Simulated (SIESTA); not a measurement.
Runs of SIESTA 5.4.2 on TiCo. The structure is cubic, space group Pm-3m (No. 221). The conventional cell has a = 2.986 Å, b = 2.986 Å, c = 2.986 Å, α = 90.00°, β = 90.00°, γ = 90.00°. Co (site symmetry m-3m) has 8 Ti at 2.59 Å as nearest neighbours. Ti (site symmetry m-3m) is surrounded by 8 Co at 2.59 Å. The cell comes from a database or a generator and needn't be the stable form of this composition.

| task | level | potentials or basis | k mesh | gap on the mesh (eV) | pressure (GPa) | moment (μB) | V0 of scaled cells (Å³/atom) | B0 (GPa) |
| --- | --- | --- | --- | --- | --- | --- | --- | --- |
| equation of state | PBEsol | PseudoDojo 0.4 standard (PBEsol files), DZP (energy shift 0.003 Ry; two zetas on semicore shells) | 7 × 7 × 7 | - | - | - | 12.66 | 191 |
| equation of state | PBE | PseudoDojo 0.4 standard (PBE files), DZP (energy shift 0.003 Ry; two zetas on semicore shells) | 9 × 9 × 9 | - | - | - | 13.18 | (a) |
| band structure | LDA | PseudoDojo 0.4 standard (LDA files), DZP (energy shift 0.003 Ry; two zetas on semicore shells) | 9 × 9 × 9 | none | -15.9 | 0.46 | - | - |
| band structure | PBE | PseudoDojo 0.4 stringent (PBE files), DZP (energy shift 0.003 Ry; two zetas on semicore shells) | 9 × 9 × 9 | none | -1.7 | (b) | - | - |
| band structure | PBE | Ansatz NC with PseudoDojo 0.4 standard (PBE files), DZP (energy shift 0.003 Ry; two zetas on semicore shells) | 9 × 9 × 9 | none | (c) | 0.81 | - | - |
| band structure | PBE | SG15 1.2 (PBE files) or PseudoDojo by element, DZP (energy shift 0.003 Ry; two zetas on semicore shells) | 9 × 9 × 9 | none | 0.7 | 0.82 | - | - |
| band structure | PBE | SPMS 1.0 (PBE files) or PseudoDojo by element, DZP (energy shift 0.003 Ry; two zetas on semicore shells) | 9 × 9 × 9 | none | -3.2 | (d) | - | - |
| band structure | PBE | PseudoDojo 0.5 standard (PBE files), DZP (energy shift 0.003 Ry; two zetas on semicore shells) | 9 × 9 × 9 | none | -1.5 | 0.81 | - | - |

Alike in all rows: spin collinear, ferromagnetic start; cell as given; smearing fermi-dirac 0.05 eV; grid cutoff 800 Ry; energy shift 0.003 Ry.

Task: Fill in the values left out.

Result: (a) 169; (b) 0.78; (c) -1.1; (d) 0.72.

Caveats: the basis of atomic orbitals isn't converged, which shifts pressures, moduli and gaps; short orbitals over semicore shells can move pressures by several GPa (some runs); the valence orbitals were made in a potential fitted to the semicore shell under them, which widens gaps by tenths of an eV or more (some runs).

A k mesh can miss the band edges.

A gap of «none» marks a metal or a gap under the smearing width.

Not every run made on this cell is shown here.
